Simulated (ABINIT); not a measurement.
# Al2O3 (Corundum) (R-3c) in ABINIT: band structure with r2SCAN

Aim: the band structure of Al2O3 (Corundum) with r2SCAN.

All numbers are computed with ABINIT 10.8.3 (patched build); they aren't measurements. Logs are shortened: lines on timing, memory, paths and dates and some standing lists are left out, and cuts for length are marked. The log counts tension as positive stress, the text compression.

**Measured values to compare with.**

“Multi-petahertz electron interference in Cr:Al2O3 solid-state material”, 2018, pmc:5906618 quotes, for a bulk crystal of Al2O3: band gap 8.7 eV (optical).

How close the calculation comes is told below.

## 1. Starting point

The structure is trigonal, space group R-3c (No. 167). The conventional cell has a = 4.760 Å, b = 4.760 Å, c = 12.996 Å, α = 90.00°, β = 90.00°, γ = 120.00°. Around Al (site symmetry 3) lie 6 O at 1.85 to 1.97 Å. Around O (site symmetry 2) lie 4 Al at 1.85 to 1.97 Å.

## 2. Band structure, r2SCAN

File run.abi:

```
# Datasets: ground state, then fixed potential
ndtset 2

# Pseudopotentials
pp_dirpath "./"
pseudos "Al.GGA_PBE-JTH.xml, O.GGA_PBE-JTH.xml"

# Structure
acell 9.6947165888 9.6947165888 9.6947165888
rprim
     0.4639661786     0.2678709981     0.8443817345
    -0.4639661786     0.2678709981     0.8443817345
     0.0000000000    -0.5357419962     0.8443817345
ntypat 2
znucl 13 8
natom 10
typat 1 1 1 1 2 2 2 2 2 2
xred
     0.8521600000     0.8521600000     0.8521600000
     0.6478400000     0.6478400000     0.6478400000
     0.1478400000     0.1478400000     0.1478400000
     0.3521600000     0.3521600000     0.3521600000
     0.0566800000     0.7500000000     0.4433200000
     0.7500000000     0.4433200000     0.0566800000
     0.4433200000     0.0566800000     0.7500000000
     0.9433200000     0.2500000000     0.5566800000
     0.2500000000     0.5566800000     0.9433200000
     0.5566800000     0.9433200000     0.2500000000

# Plane-wave basis
ecut 28.0
pawecutdg 50.0

# Exchange and correlation
ixc -497498
usekden 1
pawxcdev 0

# Bands and occupations
occopt 3
tsmear 0.05 eV

# SCF cycle
nstep 100

# Output
iomode 3
prtwf 0
prteig 0
prtebands 0
enunit 1
prtden1 1
prtkden1 1
prtvha1 1
prtvclmb1 1
prtpot1 1

# Dataset 1
kptopt1 1
ngkpt1 4 4 4
nshiftk1 1
shiftk1 0.0 0.0 0.0
nband1 30
tolvrs1 1.0e-7

# Dataset 2: bands along G-L-B1
iscf2 -2
getden2 1
getkden2 1
nband2 36
nbdbuf2 4
tolwfr2 1.0e-11
kptopt2 -2
ndivsm2 6
prteig2 1
prtvol2 -3
kptbounds2
     0.0000000000     0.0000000000     0.0000000000
     0.5000000000     0.0000000000     0.0000000000
     0.5000000000     0.2337604794    -0.2337604794
```

Potentials or basis: JTH PAW PBE v2.0.

Command:

```console
abinit run.abi > log 2>&1
```

run.abo:

```text
.Version 10.8.3 of ABINIT
 DATASET    1 : space group R-3 c (#167); Bravais hR (rhombohedral)
================================================================================
 Values of the parameters that define the memory need for DATASET  1.
     intxc =       0    ionmov =       0      iscf =      17    lmnmax =       8
     lnmax =       4     mgfft =      48  mpssoang =       2    mqgrid =    3001
     natom =      10  nloc_mem =       2    nspden =       1   nspinor =       1
    nsppol =       1      nsym =      12    n1xccc =       1    ntypat =       2
    occopt =       3   xclevel =       2
       mpw =        4071          nfft =      110592          nkpt =          13
 PAW method is used; the additional fine FFT grid is defined by:
   mgfftf=        64    nfftf =    262144
================================================================================
================================================================================

 DATASET    2 : space group R-3 c (#167); Bravais hR (rhombohedral)
================================================================================
 Values of the parameters that define the memory need for DATASET  2.
     intxc =       0    ionmov =       0      iscf =      -2    lmnmax =       8
     lnmax =       4     mgfft =      48  mpssoang =       2    mqgrid =    3001
     natom =      10  nloc_mem =       2    nspden =       1   nspinor =       1
    nsppol =       1      nsym =      12    n1xccc =       1    ntypat =       2
    occopt =       3   xclevel =       2
       mpw =        4098          nfft =      110592          nkpt =          15
 PAW method is used; the additional fine FFT grid is defined by:
   mgfftf=        64    nfftf =    262144
================================================================================
================================================================================

--------------------------------------------------------------------------------
------------- Echo of variables that govern the present computation ------------
--------------------------------------------------------------------------------
 -outvars: echo values of preprocessed input variables --------
            acell      9.6947165888E+00  9.6947165888E+00  9.6947165888E+00 Bohr
              amu      2.69815390E+01  1.59994000E+01
             ecut      2.80000000E+01 Hartree
           enunit           1
           getden1          0
           getden2          1
          getkden1          0
          getkden2          1
             iscf1         17
             iscf2         -2
              ixc     -497498
           jdtset        1    2
           kptopt1          1
           kptopt2         -2
         kptrlatt        4    0    0      0    4    0      0    0    4
          kptrlen1     3.59841649E+01
          kptrlen2     3.00000000E+01
            natom          10
            nband1         30
            nband2         36
           nbdbuf1          0
           nbdbuf2          4
           ndtset           2
           ndivsm1          0
           ndivsm2          6
            ngfft          48      48      48
          ngfftdg          64      64      64
             nkpt1         13
             nkpt2         15
            nstep         100
             nsym          12
           ntypat           2
           occopt           3
        pawecutdg      5.00000000E+01 Hartree
         pawxcdev           0
        prtebands           0
           prteig1          0
           prteig2          1
          prtkden           1
           prtpot1          1
           prtpot2          0
         prtvclmb1          1
         prtvclmb2          0
           prtvha1          1
           prtvha2          0
           prtvol1          0
           prtvol2         -3
            prtwf           0
            rprim      4.6396617860E-01  2.6787099810E-01  8.4438173450E-01
                      -4.6396617860E-01  2.6787099810E-01  8.4438173450E-01
                       0.0000000000E+00 -5.3574199620E-01  8.4438173450E-01
           shiftk1     0.00000000E+00  0.00000000E+00  0.00000000E+00
           shiftk2     5.00000000E-01  5.00000000E-01  5.00000000E-01
          spgroup         167
           tolvrs1     1.00000000E-07
           tolvrs2     0.00000000E+00
           tolwfr1     0.00000000E+00
           tolwfr2     1.00000000E-11
           tsmear      1.83746611E-03 Hartree
            typat      1  1  1  1  2  2  2  2  2  2
[... 536 lines left out ...]
- [  0.0000000,  -5.1938668,   8.1860416, ]
lattice_lengths: [   9.69472,    9.69472,    9.69472, ]
lattice_angles: [ 55.287,  55.287,  55.287, ] # degrees, (23, 13, 12)
lattice_volume:   5.7372986E+02
convergence: {deltae:  0.000E+00, res2:  0.000E+00, residm:  9.999E-12, diffor:  0.000E+00, }
etotal    :  -9.78097920E+01
entropy   :   0.00000000E+00
fermie    :   2.99896369E-01
cartesian_stress_tensor: null
pressure_GPa: null
xred      :
- [  8.5216E-01,   8.5216E-01,   8.5216E-01, Al]
- [  6.4784E-01,   6.4784E-01,   6.4784E-01, Al]
- [  1.4784E-01,   1.4784E-01,   1.4784E-01, Al]
- [  3.5216E-01,   3.5216E-01,   3.5216E-01, Al]
- [  5.6680E-02,   7.5000E-01,   4.4332E-01,  O]
- [  7.5000E-01,   4.4332E-01,   5.6680E-02,  O]
- [  4.4332E-01,   5.6680E-02,   7.5000E-01,  O]
- [  9.4332E-01,   2.5000E-01,   5.5668E-01,  O]
- [  2.5000E-01,   5.5668E-01,   9.4332E-01,  O]
- [  5.5668E-01,   9.4332E-01,   2.5000E-01,  O]
cartesian_forces: null
force_length_stats: {min: null, max: null, mean: null, }
...

 Integrated electronic density in atomic spheres:
 ------------------------------------------------
 Atom  Sphere_radius  Integrated_density
    1        1.90363          0.83841301
    2        1.90363          0.83841301
    3        1.90363          0.83841301
    4        1.90363          0.83841301
    5        1.41465          4.70724325
    6        1.41465          4.70724325
    7        1.41465          4.70724325
    8        1.41465          4.70724325
    9        1.41465          4.70724325
   10        1.41465          4.70724325

================================================================================

 ----iterations are completed or convergence reached----

 Mean square residual over all n,k,spin=   41.912E-13; max=  99.993E-13
 reduced coordinates (array xred) for   10 atoms
       0.852160000000      0.852160000000      0.852160000000
       0.647840000000      0.647840000000      0.647840000000
       0.147840000000      0.147840000000      0.147840000000
       0.352160000000      0.352160000000      0.352160000000
       0.056680000000      0.750000000000      0.443320000000
       0.750000000000      0.443320000000      0.056680000000
       0.443320000000      0.056680000000      0.750000000000
       0.943320000000      0.250000000000      0.556680000000
       0.250000000000      0.556680000000      0.943320000000
       0.556680000000      0.943320000000      0.250000000000

 cartesian coordinates (angstrom) at end:
    1      0.00000000000000     0.00000000000000    11.07433048894879
    2     -0.00000000000000    -0.00000000000000     8.41906949863944
    3      0.00000000000000     0.00000000000000     1.92126950277669
    4     -0.00000000000000     0.00000000000000     4.57653049308604
    5     -1.65027492894467    -0.10988406866575     5.41483332988562
    6      0.72997506953319     1.48412204597634     5.41483332988562
    7      0.92029985941148    -1.37423797731059     5.41483332988562
    8      1.65027492894467     0.10988406866575     7.58076666183986
    9     -0.72997506953319    -1.48412204597634     7.58076666183986
   10     -0.92029985941148     1.37423797731059     7.58076666183986
 length scales=  9.694716588800  9.694716588800  9.694716588800 bohr
              =  5.130223081476  5.130223081476  5.130223081476 angstroms
 Eigenvalues (   eV  ) for nkpt=  15  k points:
 kpt#   1, nband= 36, wtk=  1.00000, kpt=  0.0000  0.0000  0.0000 (reduced coord)
 -13.49672  -11.20514  -10.93233  -10.93233  -10.61633  -10.61633   -0.24617    0.76775
   1.08835    1.08835    2.22095    2.34084    2.34084    3.34020    3.73184    5.26061
   5.26061    5.39598    5.39598    6.19486    6.19486    6.66015    6.66015    6.71816
  13.81465   16.79987   18.55816   19.28597   19.28597   19.39102   20.12781   20.15806
  20.15806   21.51746   22.57709   22.69762
 kpt#   2, nband= 36, wtk=  1.00000, kpt=  0.0625  0.0000  0.0000 (reduced coord)
 -13.47640  -11.20896  -10.94983  -10.93693  -10.62647  -10.61705   -0.22265    0.66884
   1.06143    1.24436    1.99707    2.30983    2.60903    3.43874    3.78077    5.14666
   5.26118    5.37181    5.44561    6.15383    6.16251    6.59273    6.65798    6.70771
  13.91216   16.87958   18.43667   19.24196   19.30701   19.40331   19.89290   20.21274
  20.43911   21.38519   22.55427   22.59137
 kpt#   3, nband= 36, wtk=  1.00000, kpt=  0.1250  0.0000  0.0000 (reduced coord)
 -13.41589  -11.23202  -10.98981  -10.94898  -10.65528  -10.62057   -0.15561    0.54707
   0.98550    1.52866    1.77756    2.26774    2.96575    3.68564    3.90606    4.93566
   5.24083    5.30722    5.47520    6.02203    6.06289    6.44236    6.64307    6.68553
  14.18604   17.10671   18.22234   19.08811   19.12251   19.34095   20.06531   20.32996
[... 59 lines left out ...]
  17.07176   17.07176   17.68155   17.68155   18.29810   18.29810   20.03252   20.03252
  20.97916   20.97916   21.85210   21.85216
 kpt#  14, nband= 36, wtk=  1.00000, kpt=  0.5000  0.1948 -0.1948 (reduced coord)
 -12.07344  -12.07344  -11.41676  -11.41676  -10.70233  -10.70233    0.88116    0.88116
   1.47739    1.47739    2.58328    2.58328    3.05482    3.05482    4.63243    4.63243
   4.96887    4.96887    5.47155    5.47155    5.84473    5.84473    6.29032    6.29032
  17.18561   17.18561   17.78599   17.78599   18.23031   18.23031   19.96748   19.96748
  21.08429   21.08429   21.80415   21.80418
 kpt#  15, nband= 36, wtk=  1.00000, kpt=  0.5000  0.2338 -0.2338 (reduced coord)
 -12.03286  -12.03286  -11.48867  -11.48867  -10.67610  -10.67610    0.89907    0.89907
   1.59289    1.59289    2.55762    2.55762    3.13039    3.13039    4.56134    4.56134
   4.81824    4.81824    5.50576    5.50576    5.84594    5.84594    6.19006    6.19006
  17.40143   17.40143   17.80728   17.80728   18.32756   18.32756   19.89439   19.89439
  21.18014   21.18014   21.71251   21.71256

== END DATASET(S) ==============================================================
================================================================================

 -outvars: echo values of variables after computation  --------
            acell      9.6947165888E+00  9.6947165888E+00  9.6947165888E+00 Bohr
           etotal1    -9.7809791999E+01
            fcart1     2.2548502831E-20  1.0562988124E-20 -5.0729612151E-04
                       7.3867433591E-20  1.1737231027E-19  5.0729612151E-04
                      -2.2548502831E-20  8.9520930172E-21  5.0729612151E-04
                      -7.3867433591E-20 -2.0918876282E-19 -5.0729612151E-04
                      -3.6703122198E-04 -6.3571672446E-04  5.3294979481E-21
                      -3.6703122198E-04  6.3571672446E-04 -5.3294978078E-21
                       7.3406244397E-04 -1.0872687604E-21  5.3294979481E-21
                       3.6703122198E-04  6.3571672446E-04 -5.3294978078E-21
                       3.6703122198E-04 -6.3571672446E-04  5.3294979481E-21
                      -7.3406244397E-04  2.0602352114E-20 -5.3294985095E-21
            rprim      4.6396617860E-01  2.6787099810E-01  8.4438173450E-01
                      -4.6396617860E-01  2.6787099810E-01  8.4438173450E-01
                       0.0000000000E+00 -5.3574199620E-01  8.4438173450E-01
           strten1     1.8057578682E-05  1.8057578819E-05  1.7416549464E-05
                       0.0000000000E+00  0.0000000000E+00  0.0000000000E+00
           xangst      1.0716854268E-16  8.5279949884E-17  1.1074330489E+01
                      -3.4217043198E-16 -1.5542018933E-16  8.4190694986E+00
                       1.7647138460E-17  1.4685934906E-17  1.9212695028E+00
                      -2.4961874952E-17  2.8491249551E-18  4.5765304931E+00
                      -1.6502749289E+00 -1.0988406867E-01  5.4148333299E+00
                       7.2997506953E-01  1.4841220460E+00  5.4148333299E+00
                       9.2029985941E-01 -1.3742379773E+00  5.4148333299E+00
                       1.6502749289E+00  1.0988406867E-01  7.5807666618E+00
                      -7.2997506953E-01 -1.4841220460E+00  7.5807666618E+00
                      -9.2029985941E-01  1.3742379773E+00  7.5807666618E+00
             xred      8.5216000000E-01  8.5216000000E-01  8.5216000000E-01
                       6.4784000000E-01  6.4784000000E-01  6.4784000000E-01
                       1.4784000000E-01  1.4784000000E-01  1.4784000000E-01
                       3.5216000000E-01  3.5216000000E-01  3.5216000000E-01
                       5.6680000000E-02  7.5000000000E-01  4.4332000000E-01
                       7.5000000000E-01  4.4332000000E-01  5.6680000000E-02
                       4.4332000000E-01  5.6680000000E-02  7.5000000000E-01
                       9.4332000000E-01  2.5000000000E-01  5.5668000000E-01
                       2.5000000000E-01  5.5668000000E-01  9.4332000000E-01
                       5.5668000000E-01  9.4332000000E-01  2.5000000000E-01
 Calculation completed.
```

Wall time 7.7 min (1 thread of AMD EPYC 7R43 (Zen 3), shared host); peak memory 0.32 GiB.

What came out:

```yaml
Free_energy: -2661.5400 eV
Pressure: -0.5 GPa
Largest_force: 0.038 eV/Å
Band_gap_on_the_k_mesh: 7.10 eV, direct
Band_gap_along_the_path: 7.10 eV, direct
Valence_electrons_inside_the_program's_atomic_spheres: Al 0.84; O 4.71
```

Forces on the atoms (eV/Å):
```
Al   0.000  0.000 -0.026
Al   0.000  0.000  0.026
Al   0.000  0.000  0.026
Al   0.000  0.000 -0.026
O   -0.019 -0.033  0.000
O   -0.019  0.033  0.000
O    0.038  0.000  0.000
O    0.019  0.033  0.000
O    0.019 -0.033  0.000
O   -0.038  0.000  0.000
```

Levels at the corners of the path, in eV from the valence-band top:
```
point  band 20  band 21  band 22  band 23  band 24  band 25  band 26  band 27  band 28  band 29
    Γ    -0.52    -0.52    -0.06    -0.06     0.00     7.10    10.08    11.84    12.57    12.57
    L    -1.35    -0.94    -0.94    -0.29    -0.29    10.41    10.41    10.64    10.64    12.81
   B1    -1.21    -0.87    -0.87    -0.53    -0.53    10.68    10.68    11.09    11.09    11.61
```

Caveat: the PAW data sets were made with another functional, which shifts forces and pressure a little.

## 3. Against experiment

Step 2. A measured gap of Al2O3 is 8.7 eV (optical; quoted in “Multi-petahertz electron interference in Cr:Al2O3 solid-state material”, 2018, pmc:5906618); the calculated 7.10 eV misses it by -1.60 eV. The value is that of r2SCAN, without temperature or zero-point motion.
